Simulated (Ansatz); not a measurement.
**Relaxation path: CoSi$_{2}$ (MoSi2 type)**

DFT, PBE, PAW with Ansatz's default frozen-core files, scalar-relativistic (Ansatz 0.2.0); a Γ-centred 15×15×15 k mesh, Fermi–Dirac smearing of 0.1 eV, no spin polarisation. The run relaxes cell and atoms at a target pressure of 0.083 GPa.

Command: `ansatz run input.yaml --threads 2 --pin off --max-ram 5120MiB --backend cpu --events-out ev --progress --plain --runs-dir out` It took 37 s on 2 threads of Intel(R) Xeon(R) Processor @ 2.70GHz, with other jobs on the host, peak memory 0.51 GiB.

```yaml
crystal:
  lattice:
    - [-1.5778333841, 1.5778333841, 3.8656917911]
    - [1.5778333841, -1.5778333841, 3.8656917911]
    - [1.5778333841, 1.5778333841, -3.8656917911]
  atoms:
    - { symbol: Co, position: [0.0, 0.0, 0.0] }
    - { symbol: Si, position: [0.335, 0.335, 0.0] }
    - { symbol: Si, position: [-0.335, -0.335, 0.0] }
kpoints:
  mp_grid: { grid: [15, 15, 15] }
scf:
  occupations: { method: fermi_dirac, width: 0.1 }
hamiltonian:
  xc: pbe
  pseudopotentials: { kind: paw }
output:
  forces: true
  stress: true
  eigenvalues: true
relax:
  f_tol: 0.005
  max_steps: 40
  cell: { p_target: 0.083, stress_tol: 0.03 }
```

Each step lists its enthalpy F + pV a cell above the last geometry, the pressure, the cell vectors (Å), and Cartesian positions (Å) with forces (eV/Å).

The first step:

```
step 1  dH = 240.80 meV  P = -9.28 GPa
  cell -1.5778 1.5778 3.8657  1.5778 -1.5778 3.8657  1.5778 1.5778 -3.8657
  Co 0.0000 0.0000 0.0000   0.0000 0.0000 0.0000
  Si 0.0000 0.0000 2.5900   0.0000 0.0000 0.3231
  Si 0.0000 0.0000 -2.5900   0.0000 0.0000 -0.3231
```

Spin polarisation is left out, though a magnetic state may lie lower.

The symmetry of the start is kept and no stability test is made, so the end need not be the stable phase.

Question: Where does the relaxation end, and by which steps?

Answer: After 6 geometries, with conventional a, b, c = 3.201, 3.201, 7.047 Å, at 12.035 Å³/atom (-6.21 % against the start) in space group I4/mmm, with a shortest distance of 2.331 Å. The further steps:
```
step 2  dH = 85.58 meV  P = -4.54 GPa
  cell -1.5782 1.5782 3.7161  1.5782 -1.5782 3.7161  1.5782 1.5782 -3.7161
  Co 0.0000 0.0000 0.0000   0.0000 0.0000 0.0000
  Si 0.0000 0.0000 2.4979   0.0000 0.0000 0.0509
  Si 0.0000 0.0000 -2.4979   0.0000 0.0000 -0.0509
step 3  dH = 1.72 meV  P = 1.09 GPa
  cell -1.5938 1.5938 3.5302  1.5938 -1.5938 3.5302  1.5938 1.5938 -3.5302
  Co 0.0000 0.0000 0.0000   0.0000 0.0000 0.0000
  Si 0.0000 0.0000 2.3681   0.0000 0.0000 -0.1158
  Si 0.0000 0.0000 -2.3681   0.0000 0.0000 0.1158
step 4  dH = 0.07 meV  P = 0.11 GPa
  cell -1.6015 1.6015 3.5198  1.6015 -1.6015 3.5198  1.6015 1.6015 -3.5198
  Co 0.0000 0.0000 0.0000   0.0000 0.0000 0.0000
  Si 0.0000 0.0000 2.3556   0.0000 0.0000 -0.0131
  Si 0.0000 0.0000 -2.3556   0.0000 0.0000 0.0131
step 5  dH = 0.01 meV  P = 0.03 GPa
  cell -1.6003 1.6003 3.5252  1.6003 -1.6003 3.5252  1.6003 1.6003 -3.5252
  Co 0.0000 0.0000 0.0000   0.0000 0.0000 0.0000
  Si 0.0000 0.0000 2.3587   0.0000 0.0000 0.0082
  Si 0.0000 0.0000 -2.3587   0.0000 0.0000 -0.0082
step 6  dH = 0.00 meV  P = 0.09 GPa
  cell -1.6005 1.6005 3.5237  1.6005 -1.6005 3.5237  1.6005 1.6005 -3.5237
  Co 0.0000 0.0000 0.0000   0.0000 0.0000 0.0000
  Si 0.0000 0.0000 2.3580   0.0000 0.0000 0.0003
  Si 0.0000 0.0000 -2.3580   0.0000 0.0000 -0.0003
step 7  dH = 0.53 meV  P = 0.09 GPa  (same geometry on a basis chosen anew; earlier energies don't compare to the last digit)
  cell -1.6005 1.6005 3.5237  1.6005 -1.6005 3.5237  1.6005 1.6005 -3.5237
  Co 0.0000 0.0000 0.0000   0.0000 0.0000 0.0000
  Si 0.0000 0.0000 2.3580   0.0000 0.0000 0.0001
  Si 0.0000 0.0000 -2.3580   0.0000 0.0000 -0.0001
```
